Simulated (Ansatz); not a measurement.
# NaBr, pressure series

The reference is NaBr in the rock salt structure (space group Fm-3m, No. 225; a = 5.927 Å).

Cell and atoms are relaxed at each pressure.

Calculations: PBEsol, PAW, 420 eV (Ansatz, a quantum-chemistry and plane-wave program; without spin-orbit coupling).

```json
[
 {"change": "base", "density": "3.28 g/cm³", "shortest interatomic distance": "296.4 pm"},
 {"change": "pressure −2 GPa", "density": "2.90 g/cm³", "shortest interatomic distance": "308.9 pm"},
 {"change": "pressure −1 GPa", "density": "?", "shortest interatomic distance": "?"},
 {"change": "pressure 1.8 GPa", "density": "3.52 g/cm³", "shortest interatomic distance": "289.4 pm"},
 {"change": "pressure 4.2 GPa", "density": "3.78 g/cm³", "shortest interatomic distance": "282.8 pm"},
 {"change": "pressure 9 GPa", "density": "4.17 g/cm³", "shortest interatomic distance": "273.7 pm"},
 {"change": "pressure 18 GPa", "density": "4.70 g/cm³", "shortest interatomic distance": "263.0 pm"},
 {"change": "pressure 30 GPa", "density": "5.23 g/cm³", "shortest interatomic distance": "253.8 pm"},
 {"change": "pressure 45 GPa", "density": "5.74 g/cm³", "shortest interatomic distance": "245.9 pm"},
 {"change": "pressure 60 GPa", "density": "6.17 g/cm³", "shortest interatomic distance": "240.1 pm"}
]
```

Task: Fill in the withheld entries from the trend.

Result: 
- pressure −1 GPa, density: 3.11 g/cm³
- pressure −1 GPa, shortest interatomic distance: 301.6 pm

Load acts through the strain it causes; cell and atoms are relaxed under it. No phonon test of stability was made. Competing high-pressure phases were not computed.
